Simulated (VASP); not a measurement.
The system is CdO (Monteponite).

```
Cd O
1.0
     0.00000    2.34950    2.34950
     2.34950    0.00000    2.34950
     2.34950    2.34950    0.00000
Cd O
1 1
Direct
  0.00000 0.00000 0.00000
  0.50000 0.50000 0.50000
```

| Item | Value |
| --- | --- |
| Program | VASP 6.6.1 |
| Task | relaxation of cell and atoms |
| Functional | PBE |
| Dispersion | D3(BJ) |
| Potentials or basis | VASP PAW PBE potentials, release 64 (Cd, O) |
| Cutoff | 600 eV |
| k mesh | 12 × 12 × 12 |
| Occupations | gaussian, width 0.03 eV |
| Spin | no spin polarisation |

At the start: pressure 3.8 GPa; volume 12.97 Å³/atom.

Problem. How do energy, volume and symmetry change on relaxing?

Solution. Over 3 steps the energy falls by 3.9 meV/atom and the volume is 13.31 Å³/atom (+2.6 %); space group Fm-3m (No. 225, to 0.05 Å).

Step by step:
```tsv
step	energy change (eV)	largest force (eV/Å)	pressure (GPa)	volume (Å³)
1	0.0000	0.0000	3.77	25.94
2	-0.0043	0.0000	-2.28	27.10
3	-0.0078	0.0000	0.01	26.62
```

Final structure:
```
CELL_PARAMETERS angstrom
0.00000 2.36998 2.36998
2.36998 0.00000 2.36998
2.36998 2.36998 0.00000
ATOMIC_POSITIONS crystal
Cd 0.00000 0.00000 0.00000
O 0.50000 0.50000 0.50000
```

Caveat: pairwise dispersion overbinds metals, which lowers pressure and volume.
